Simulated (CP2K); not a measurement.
# GaAs (P-6m2) in CP2K: single point with PBE

Aim: the single point of GaAs with PBE.

All numbers are computed with CP2K 2026.2; they aren't measurements. Logs are shortened: lines on timing, memory, paths and dates and some standing lists are left out, and cuts for length are marked.

## Step 1: The crystal as given

It takes space group P-6m2 (No. 187, hexagonal). The conventional cell has a = 3.606 Å, b = 3.606 Å, c = 3.573 Å, α = 90.00°, β = 90.00°, γ = 120.00°. Around Ga (site symmetry -6m2) lie 6 As at 2.74 Å. Around As (site symmetry -6m2) lie 6 Ga at 2.74 Å.

The cell was built by a generator and needn't be a form met in nature.

## Step 2: Single point, PBE

gaas_scf.inp reads:

```
&GLOBAL
  PROJECT gaas_scf
  RUN_TYPE ENERGY_FORCE
  PRINT_LEVEL LOW
&END GLOBAL
&FORCE_EVAL
  METHOD QS
  STRESS_TENSOR ANALYTICAL
  &DFT
    BASIS_SET_FILE_NAME BASIS_MOLOPT
    POTENTIAL_FILE_NAME GTH_POTENTIALS
    &MGRID
      CUTOFF 450
      REL_CUTOFF 60
      NGRIDS 4
    &END MGRID
    &QS
      METHOD GPW
      EPS_DEFAULT 1.0E-9
    &END QS
    &KPOINTS
      SCHEME MONKHORST-PACK 7 7 6
      GAMMA_CENTERED T
      SYMMETRY T
      SYMMETRY_BACKEND SPGLIB
    &END KPOINTS
    &SCF
      SCF_GUESS ATOMIC
      EPS_SCF 1.0E-6
      MAX_SCF 100
      ADDED_MOS 10
      CHOLESKY OFF
      EPS_EIGVAL 1.0E-7
      &DIAGONALIZATION ON
        ALGORITHM STANDARD
      &END DIAGONALIZATION
      &MIXING ON
        METHOD BROYDEN_MIXING
        ALPHA 0.4
        BETA 1.5
        NBUFFER 8
      &END MIXING
      &SMEAR ON
        METHOD FERMI_DIRAC
        ELECTRONIC_TEMPERATURE 580.23
      &END SMEAR
    &END SCF
    &XC
      &XC_FUNCTIONAL PBE
      &END XC_FUNCTIONAL
    &END XC
    &PRINT
      &KPOINTS ON
      &END KPOINTS
      &MULLIKEN ON
      &END MULLIKEN
      &MO ON
        ENERGIES T
        OCCUPATION_NUMBERS T
        &EACH
          QS_SCF 0
        &END EACH
        ADD_LAST NUMERIC
      &END MO
    &END PRINT
  &END DFT
  &SUBSYS
    &CELL
      A 3.6064012100 0.0000000000 0.0000000000
      B -1.8032006000 3.1232350600 0.0000000000
      C 0.0000000000 0.0000000000 3.5731941600
      PERIODIC XYZ
    &END CELL
    &COORD
      SCALED
      Ga  0.3333333300 0.6666666700 0.5000000000
      As  0.0000000000 0.0000000000 0.0000000000
    &END COORD
    &KIND Ga
      BASIS_SET DZVP-MOLOPT-SR-GTH-q13
      POTENTIAL GTH-PBE-q13
    &END KIND
    &KIND As
      BASIS_SET DZVP-MOLOPT-SR-GTH-q5
      POTENTIAL GTH-PBE-q5
    &END KIND
    &PRINT
      &ATOMIC_COORDINATES ON
      &END ATOMIC_COORDINATES
      &CELL ON
      &END CELL
    &END PRINT
  &END SUBSYS
  &PRINT
    &FORCES ON
    &END FORCES
    &STRESS_TENSOR ON
    &END STRESS_TENSOR
  &END PRINT
&END FORCE_EVAL
```

Potentials or basis: GTH_POTENTIALS Ga GTH-PBE-q13, As GTH-PBE-q5; DZVP-MOLOPT-SR-GTH basis.

The run is started by

```
> OMP_NUM_THREADS=4 cp2k.psmp -i gaas_scf.inp -o gaas_scf.out
```

gaas_scf.out:

```text

 CP2K| version string:                                       CP2K version 2026.2
 CP2K| Input file name                                              gaas_scf.inp

 GLOBAL| Force Environment number                                              1
 GLOBAL| Basis set file name                                        BASIS_MOLOPT
 GLOBAL| Potential file name                                      GTH_POTENTIALS
 GLOBAL| MM Potential file name                                     MM_POTENTIAL
 GLOBAL| Coordinate file name                                      __STD_INPUT__
 GLOBAL| Method name                                                        CP2K
 GLOBAL| Project name                                                   gaas_scf
 GLOBAL| Run type                                                   ENERGY_FORCE
 GLOBAL| FFT library                                                       FFTW3
[... 5 lines left out ...]
 GLOBAL| Global print level                                                  LOW
 GLOBAL| Total number of message passing processes                             1
 GLOBAL| Number of threads for this process                                    4
 GLOBAL| CPU model name                                 Intel(R) Xeon(R) 6975P-C

 CELL| Volume [angstrom^3]:                                            40.247168
 CELL| Vector a [angstrom]:       3.606     0.000     0.000   |a| =     3.606401
 CELL| Vector b [angstrom]:      -1.803     3.123     0.000   |b| =     3.606401
 CELL| Vector c [angstrom]:       0.000     0.000     3.573   |c| =     3.573194
 CELL| Angle (b,c), alpha [degree]:                                    90.000000
 CELL| Angle (a,c), beta  [degree]:                                    90.000000
 CELL| Angle (a,b), gamma [degree]:                                   120.000000
 CELL| Numerically orthorhombic:                                              NO
 CELL| Periodicity                                                           XYZ

 CELL_REF| Volume [angstrom^3]:                                        40.247168
 CELL_REF| Vector a [angstrom     3.606     0.000     0.000   |a| =     3.606401
 CELL_REF| Vector b [angstrom    -1.803     3.123     0.000   |b| =     3.606401
 CELL_REF| Vector c [angstrom     0.000     0.000     3.573   |c| =     3.573194
 CELL_REF| Angle (b,c), alpha [degree]:                                90.000000
 CELL_REF| Angle (a,c), beta  [degree]:                                90.000000
 CELL_REF| Angle (a,b), gamma [degree]:                               120.000000
 CELL_REF| Numerically orthorhombic:                                          NO
 CELL_REF| Periodicity                                                       XYZ
[... 9 lines left out ...]
 TOTAL NUMBERS AND MAXIMUM NUMBERS

  Total number of            - Atomic kinds:                                   2
                             - Atoms:                                          2
                             - Shell sets:                                     2
                             - Shells:                                        12
                             - Primitive Cartesian functions:                 10
                             - Cartesian basis functions:                     44
                             - Spherical basis functions:                     38

  Maximum angular momentum of the orbital basis functions:                     3

 MODULE QUICKSTEP: ATOMIC COORDINATES IN ANGSTROM

   Atom Kind Element         X             Y             Z       Z(eff)     Mass
      1    1 Ga   31     -0.000000      2.082157      1.786597  13.0000  69.7230
      2    2 As   33      0.000000      0.000000      0.000000   5.0000  74.9216

 SCF PARAMETERS         Density guess:                                    ATOMIC
                        --------------------------------------------------------
                        max_scf:                                             100
[... 7 lines left out ...]
                        --------------------------------------------------------
                        level_shift [a.u.]:                             0.000000
                        added MOs                                        10    0
                        --------------------------------------------------------
                        Mixing method:                            BROYDEN_MIXING
                                                charge density mixing in g-space
                        --------------------------------------------------------
                        Smear method:                                FERMI_DIRAC
                        Electronic temperature [K]:                        580.2
                        Electronic temperature [a.u.]:                  1.84E-03
                        Accuracy threshold:                             1.00E-10
                        --------------------------------------------------------
                        No outer SCF

 *******************************************************************************
                                    Kpoints
 *******************************************************************************
 BRILLOUIN| K-point scheme                                        Monkhorst-Pack
 BRILLOUIN| K-Point grid                                             7    7    6
 BRILLOUIN| Gamma-centered k-point mesh                                     ON
 BRILLOUIN| K-point symmetry accuracy                               0.100000E-05
 BRILLOUIN| K-Point point group symmetrization                                ON
 BRILLOUIN| Symmetry backend                                             SPGLIB
 BRILLOUIN| Symmetry reduction method                                    SPGLIB
 BRILLOUIN| Wavefunction type                                            COMPLEX
 BRILLOUIN| List of Kpoints [2 Pi/Bohr]                                       32
 BRILLOUIN| Number           Weight            X              Y              Z
 BRILLOUIN|     1           0.04082       -0.42857       -0.42857       -0.33333
 BRILLOUIN|     2           0.04082       -0.42857       -0.42857       -0.16667
 BRILLOUIN|     3           0.02041       -0.42857       -0.42857        0.00000
 BRILLOUIN|     4           0.02041       -0.42857       -0.42857        0.50000
 BRILLOUIN|     5           0.04082       -0.42857       -0.28571       -0.33333
 BRILLOUIN|     6           0.04082       -0.42857       -0.28571       -0.16667
[... 24 lines left out ...]
 BRILLOUIN|    31           0.00340        0.00000        0.00000        0.00000
 BRILLOUIN|    32           0.00340        0.00000        0.00000        0.50000
 *******************************************************************************

 Extrapolation method: initial_guess

 Number of electrons:                                                         18
 Number of occupied orbitals:                                                  9
 Number of molecular orbitals:                                                19

 Number of orbital functions:                                                 38
 Number of independent orbital functions:                                     38

 SCF WAVEFUNCTION OPTIMIZATION

  Step     Update method      Time    Convergence         Total energy    Change
  ------------------------------------------------------------------------------
     1 NoMix/Diag. 0.40E+00    0.8     0.67263671       -81.0291783500 -8.10E+01
     2 Broy./Diag. 0.40E+00    0.7     0.03134992       -80.9541124868  7.51E-02
     3 Broy./Diag. 0.40E+00    0.5     0.08251976       -80.9162681704  3.78E-02
     4 Broy./Diag. 0.40E+00    0.6     0.00395565       -80.9084116623  7.86E-03
     5 Broy./Diag. 0.40E+00    0.5     0.00289684       -80.8934779550  1.49E-02
     6 Broy./Diag. 0.40E+00    0.5     0.00137769       -80.8907015389  2.78E-03
     7 Broy./Diag. 0.40E+00    0.5     0.00021740       -80.8924369036 -1.74E-03
     8 Broy./Diag. 0.40E+00    0.6     0.00011724       -80.8924599352 -2.30E-05
     9 Broy./Diag. 0.40E+00    0.5     0.00008580       -80.8926654231 -2.05E-04
    10 Broy./Diag. 0.40E+00    0.6     0.00002210       -80.8928922135 -2.27E-04
    11 Broy./Diag. 0.40E+00    0.6     0.00000882       -80.8929546763 -6.25E-05
    12 Broy./Diag. 0.40E+00    0.6     0.00000301       -80.8929631807 -8.50E-06
    13 Broy./Diag. 0.40E+00    0.6     0.00000196       -80.8929599925  3.19E-06
    14 Broy./Diag. 0.40E+00    0.5     0.00000031       -80.8929595493  4.43E-07

  *** SCF run converged in    14 steps ***

  Electronic density on regular grids:        -17.9999996075        0.0000003925
  Core density on regular grids:               17.9999999782       -0.0000000218
  Total charge density on r-space grids:        0.0000003707
  Total charge density g-space grids:           0.0000003707

  Overlap energy of the core charge distribution:               0.00000000002990
  Self energy of the core charge distribution:               -110.85616758366727
  Core Hamiltonian energy:                                     32.24370189981931
  Hartree energy:                                               9.48342627837202
  Exchange-correlation energy:                                -11.76367383340730
  Electronic entropic energy:                                  -0.00024631033304
  Fermi energy:                                                 0.20323423294703

  Total energy:                                               -80.89295954929374
  Total energy (extrapolated to T->0):                        -80.89283639412722

 MO| EIGENVALUES AND OCCUPATION NUMBERS FOR K POINT 1
 MO|
 MO|  Index      Eigenvalue [a.u.]        Eigenvalue [eV]             Occupation
 MO|      1              -0.344065              -9.362475               2.000000
 MO|      2              -0.341701              -9.298169               2.000000
 MO|      3              -0.341159              -9.283402               2.000000
 MO|      4              -0.339476              -9.237617               2.000000
 MO|      5              -0.338734              -9.217425               2.000000
 MO|      6              -0.163490              -4.448788               2.000000
[... 11 lines left out ...]
 MO|     18               0.912288              24.824630               0.000000
 MO|     19               0.954303              25.967897               0.000000
 MO| Sum:                                                              20.000000
 MO| E(Fermi):            0.203234 a.u.          5.530285 eV

 MO| EIGENVALUES AND OCCUPATION NUMBERS FOR K POINT 2
 MO|
 MO|  Index      Eigenvalue [a.u.]        Eigenvalue [eV]             Occupation
 MO|      1              -0.342918              -9.331269               2.000000
 MO|      2              -0.341535              -9.293647               2.000000
 MO|      3              -0.340462              -9.264448               2.000000
 MO|      4              -0.340033              -9.252767               2.000000
 MO|      5              -0.339533              -9.239165               2.000000
 MO|      6              -0.186555              -5.076417               2.000000
[... 295 lines left out ...]
 MO| EIGENVALUES AND OCCUPATION NUMBERS FOR K POINT 14
 MO|
 MO|  Index      Eigenvalue [a.u.]        Eigenvalue [eV]             Occupation
 MO|      1              -0.342662              -9.324297               2.000000
 MO|      2              -0.341371              -9.289183               2.000000
 MO|      3              -0.340397              -9.262661               2.000000
 MO|      4              -0.340274              -9.259331               2.000000
 MO|      5              -0.339690              -9.243446               2.000000
 MO|      6              -0.207961              -5.658898               2.000000
[... 11 lines left out ...]
 MO|     18               0.842722              22.931627               0.000000
 MO|     19               0.894637              24.344322               0.000000
 MO| Sum:                                                              18.000000
 MO| E(Fermi):            0.203234 a.u.          5.530285 eV
 MO| Band gap:            0.155192 a.u.          4.222976 eV

 [... the levels of further k-points ...]

 !-----------------------------------------------------------------------------!
                     Mulliken Population Analysis

 #  Atom  Element  Kind  Atomic population                           Net charge
       1     Ga       1         12.824453                              0.175547
       2     As       2          5.175547                             -0.175547
 # Total charge                             18.000000                  0.000000

 !-----------------------------------------------------------------------------!

 ENERGY| Total FORCE_EVAL ( QS ) energy [hartree]            -80.892960329568297

 FORCES| Atomic forces [hartree/bohr]
 FORCES|   Atom     x               y               z               |f|
 FORCES|      1 -7.73734570E-06  3.67981183E-06 -5.30496214E-14   8.56781965E-06
 FORCES|      2 -1.44110711E-05  9.10797911E-06 -3.37890950E-16   1.70479985E-05
 FORCES| Sum    -2.21484168E-05  1.27877909E-05 -5.33875124E-14
 FORCES| Total atomic force                                       2.55749870E-05

 STRESS| Analytical stress tensor [bar]
 STRESS|                        x                   y                   z
 STRESS|      x        2.14459504894E+04  -6.08224017238E+02   1.93978275430E-09
 STRESS|      y       -6.08224017238E+02   2.07375904001E+04   3.84003774990E-09
 STRESS|      z        1.93978275430E-09   3.84003774990E-09  -4.95543731455E+04
 STRESS| 1/3 Trace                                            -2.45694408533E+03
 STRESS| Determinant                                          -2.20203479798E+13

 STRESS| Eigenvectors and eigenvalues of the analytical stress tensor [bar]
 STRESS|                        1                   2                   3
 STRESS| Eigenvalues  -4.95543731455E+04   2.03879381073E+04   2.17956027822E+04
 STRESS|      x          -0.000000000000      0.498389155707      0.866953429818
 STRESS|      y          -0.000000000000      0.866953429818     -0.498389155707
 STRESS|      z           1.000000000000      0.000000000000     -0.000000000000
```

It took 11 s on 4 threads of Intel Xeon 6975P-C (Granite Rapids), shared host; peak memory 0.28 GiB.

Results:

* Free energy: -2201.2094 eV
* Pressure: -0.2 GPa
* Band gap on the k mesh: none (metal or under the smearing width)
* Mulliken charges: Ga +0.18; As -0.18 e

Levels at points of the mesh, in eV from the Fermi level:
```csv
k point,band 7,band 8,band 9,band 10,band 11,band 12
"(0.00, 0.00, 0.00)",-1.64,-1.48,0.47,0.47,5.28,5.28
"(0.00, 0.00, 0.50)",-8.32,1.63,1.63,4.50,4.97,5.77
```

Caveat: Mulliken charges move with the basis; the basis of atomic orbitals isn't converged, which shifts pressures, moduli and gaps.
